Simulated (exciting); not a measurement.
# Sn: optical spectrum with revPBE+D2

The system is Sn.

```xyz
2
Lattice="-2.9401 2.9401 1.5993 2.9401 -2.9401 1.5993 2.9401 2.9401 -1.5993" Properties=species:S:1:pos:R:3 pbc="T T T"
Sn    0.0000    0.0000    0.0000
Sn    0.0000    2.9401    0.7997
```

```json
{"Program": "exciting (release sodium)", "Task": "optical spectrum", "Functional": "revPBE", "Dispersion": "D2", "Potentials or basis": "all-electron LAPW+lo, shipped species files, valence relativity iora*", "rgkmax": "8", "k mesh": "5 × 5 × 5, shifted", "Occupations": "gaussian, width 0.0272 eV", "Spin": "no spin polarisation", "outputlevel": "high", "Top of the spectrum (Ha)": "0.5 Ha", "Broadening (Ha)": "0.01 Ha", "Scissor shift (eV)": "1 eV", "gmaxvr (cutoff of density and potential)": "14 1/bohr", "lmaxapw (and lmaxmat)": "10", "lmaxvr": "8", "nempty": "28", "Valence relativity": "iora*", "epsengy": "1e-05 Ha", "epspot": "1e-05 Ha", "maxscl": "60", "Muffin-tin radii": "Sn 2.3 bohr"}
```

| Property | Result |
| --- | --- |
| All electrons inside the program's atomic spheres | Sn 47.36 (radii Sn 2.3 bohr) |
| Dispersion energy per atom | -0.536 eV |

Levels at points of the mesh, in eV from the Fermi level:
| k point | band 16 | band 17 | band 18 | band 19 | band 20 | band 21 | band 22 | band 23 | band 24 | band 25 |
| --- | --- | --- | --- | --- | --- | --- | --- | --- | --- | --- |
| (0.50, 0.50, 0.50) | -21.33 | -7.47 | -7.47 | -4.68 | -4.68 | 5.03 | 5.03 | 9.24 | 9.24 | 12.52 |

Dielectric function (mean over the directions given):
```csv
energy (eV),real part,imaginary part
0.27,20.12,0.43
0.68,21.27,1.25
1.16,24.47,3.04
1.63,31.60,8.88
2.04,34.16,30.46
2.52,5.13,43.42
2.99,-14.51,23.42
3.47,-9.95,10.40
3.88,-4.28,6.89
4.35,-2.25,10.15
4.83,-6.88,7.14
5.24,-4.52,4.75
5.71,-2.63,4.27
6.19,-4.53,4.66
6.67,-3.50,2.24
7.08,-2.76,2.30
7.55,-2.69,1.67
8.03,-2.28,1.11
8.50,-1.56,0.74
8.91,-1.11,0.91
9.39,-1.07,0.98
9.86,-1.00,0.77
10.27,-0.96,0.58
10.75,-0.63,0.38
11.22,-0.36,0.39
11.70,-0.26,0.42
12.11,-0.17,0.39
12.59,-0.10,0.40
13.06,-0.10,0.39
13.54,-0.04,0.25
```

Wall time 60 s on 1 thread of Arm Neoverse V1 (shared host), peak memory 0.39 GiB.

Caveat: the k mesh is coarse (spacing up to 0.45 Å⁻¹), so the values aren't converged; the dispersion energy is computed afterwards and isn't part of the total energy; the intraband (Drude) term of the metal is left out; the scissor shift is a trial value, not fitted to this crystal; spectra need much finer meshes, so this one isn't converged; independent-particle spectra lack excitons.
